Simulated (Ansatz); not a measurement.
A plane-wave DFT run in Ansatz 0.2.0 (scalar-relativistic PAW potentials unless the input names others): input and command.

```yaml
crystal:
  lattice:
    - [5.4702989546, -0.0998643114, 0.5001990493]
    - [0.0998643114, -5.2410342555, 0.1572604009]
    - [-0.5001990493, 0.1572604009, -5.7381392102]
  atoms:
    - { symbol: Si, position: [0.4826030146, -0.0123128283, 0.0130185788] }
    - { symbol: Si, position: [0.048882496, 0.464887543, 0.0124649235] }
    - { symbol: Si, position: [-0.0115083235, -0.0329229291, 0.4866835268] }
    - { symbol: Si, position: [0.4649870837, 0.5575203519, 0.5028127209] }
    - { symbol: Si, position: [0.7691973412, 0.7805994356, 0.7539194686] }
    - { symbol: Si, position: [0.2551524111, 0.2723024978, 0.7277795855] }
    - { symbol: Si, position: [0.2383794752, 0.7249013047, 0.2236793752] }
    - { symbol: Si, position: [0.7523065016, 0.2450246245, 0.2796418207] }
basis:
  ecutwfc: 420
kpoints:
  mp_grid: { grid: [2, 2, 2] }
hamiltonian:
  xc: lda
scf:
  occupations: { method: cold, width: 0.1 }
output:
  forces: true
  eigenvalues: true
  stress: true
```

```bash
ansatz run input.yaml --threads 1 --pin off --max-ram 2560MiB --backend cpu --events-out ev --progress --plain --runs-dir out
```

Abridged log:
```
Pseudopotentials: kind: paw
Pseudopotential: Si, paw, valence charge 4, recommended cutoff 420 eV (normal)
Functional definition: SPW92
Crystal: 8 atoms, lattice volume = 163.024 Å³
Basis set: ecut = 420 eV, 3193 PW (Γ)
Bands: 24, of which v1, the nominal top of the filled ones, is band 16 counted from 1 (15 counted from 0)
Symmetry: 1 space group operations
Space group: P1 (ITA 1), of the structure as read, at distance tolerance 5.5e-5 Å
k-points: 8
Initial density: superposition of atomic densities (neutral atoms: chi_scale 0, normalization atom), corrected by the library's trained network
Initial wavefunctions: pseudopotential atomic-orbital guess
Functional: x = slater, c = lda
SCF iter   1: F=—  HF=-4864.747200 eV  |F-HF|=—  |Δ(HF+E_count)|=         —  Δρ=4.79e-3  dr2=4.83e-2  ethr=1.77e-3  ⟨swp⟩=7.6  Hψ=1203  notcnv=0
SCF iter   2: F=—  HF=-4864.734683 eV  |F-HF|=—  |Δ(HF+E_count)|=   1.25e-2  S|Δr|=    0.00e0  Δρ=2.54e-3  dr2=1.25e-2  ethr=1.51e-4  ⟨swp⟩=1.0  Hψ=256  notcnv=0
SCF iter   3: F=—  HF=-4864.730539 eV  |F-HF|=—  |Δ(HF+E_count)|=   4.14e-3  S|Δr|=    0.00e0  Δρ=3.39e-4  dr2=2.78e-4  ethr=3.89e-5  ⟨swp⟩=2.6  Hψ=271  notcnv=0
automatic band count: iteration 3 solves 23 bands in place of 24: the levels show a gap, and the empty bands left out lie too high to hold charge; the band table lists the bands solved (type scf.n_extra_bands for more)
SCF iter   4: F=—  HF=-4864.730487 eV  |F-HF|=—  |Δ(HF+E_count)|=   5.17e-5  S|Δr|=    0.00e0  Δρ=1.09e-4  dr2=2.58e-5  ethr=8.67e-7  ⟨swp⟩=2.0  Hψ=270  notcnv=0
SCF iter   5: F=—  HF=-4864.730482 eV  |F-HF|=—  |Δ(HF+E_count)|=   4.91e-6  S|Δr|=    0.00e0  Δρ=2.46e-5  dr2=1.67e-6  ethr=8.08e-8  ⟨swp⟩=2.9  Hψ=305  notcnv=0
SCF iter   6: F=—  HF=-4864.730482 eV  |F-HF|=—  |Δ(HF+E_count)|=   1.39e-7  S|Δr|=    0.00e0  Δρ=7.82e-6  dr2=1.95e-7  ethr=5.22e-9  ⟨swp⟩=2.6  Hψ=285  notcnv=0
SCF iter   7: F=-4864.730482 eV  HF=-4864.730482 eV  |F-HF|=3.82e-9  |Δ(HF+E_count)|=  1.05e-10  S|Δr|=    0.00e0  Δρ=1.78e-6  dr2=9.23e-9  ethr=3.13e-10  ⟨swp⟩=9.2  Hψ=866  notcnv=0
SCF 1 converged in 7 iterations: F = -4864.730482 eV  dr2 = 9.23e-9
SCF converged after 7 iterations
Stability not checked: this state was not tested for a lower state beside it, because cold or Methfessel-Paxton smearing, or corrected tetrahedra, fill the levels in a way that the test cannot read (fill_not_monotonic; see scf.lower_state_search)
Free energy (F): -4864.730482 eV
Harris-Foulkes:  -4864.730482 eV  (|F-HF|=3.82e-9)
Internal energy: -4864.728830 eV  (E = F + TS)
E sigma→0 (E₀):  -4864.729931 eV
Entropy (-TS):   -0.001652 eV (-0.207 meV/atom)
Fermi energy:    5.990671 eV
Step filling:    the computed levels leave a gap of 0.1153 eV = 1.2 smearing widths at the electron count; against every level under it full and every level over it empty, smearing changes F+E_penalty+E_count by +2.377 meV and its σ→0 estimate by +2.928 meV
--- Forces (eV/Å), atoms counted from 1 ---
  atom   1  Si     0.45159134    -0.51331709     0.51613054
  atom   2  Si    -4.88121706     3.91953591     3.29065383
  atom   3  Si     1.40845957     0.23185653    -1.12945065
  atom   4  Si     2.89105460     3.08712641    -2.58748732
  atom   5  Si    -0.10434741     0.45173627    -0.88887579
  atom   6  Si     0.23501421     0.92856190     0.26209975
  atom   7  Si     1.15231539    -6.40761516    -0.84633373
  atom   8  Si    -1.15286341    -1.69793933     1.38325541
--- Stress (GPa, compression-positive) ---
        0.613302       0.003982     -13.714455
        0.003982       2.130345       3.209268
      -13.714455       3.209268       2.145088
  P = ⅓ Tr σ = 1.6296 GPa (16.296 kbar)
```

Apart from outputs and empty bands, the input differs from a reference run on usual settings in scf.occupations.method: "gaussian" → "cold"; scf.occupations.width: 0.05 → 0.1; kpoints.mp_grid.grid: [6, 6, 6] → [2, 2, 2]. The reference, at the same geometry (not necessarily relaxed), gave pressure 1.12 GPa, largest force 7.180 eV/Å, no gap on the mesh. This run converged in 7 SCF iterations (reference: 6) with an energy at zero smearing 76.14 meV/atom above the reference's, pressure 1.63 GPa, largest force 7.072 eV/Å, gap on the mesh 0.12 eV. Its k mesh is looser than usual, and the result moved.

The run took 3.3 s on 1 thread of Intel(R) Xeon(R) Processor @ 2.70GHz, with other jobs on the host, peak memory 0.34 GiB.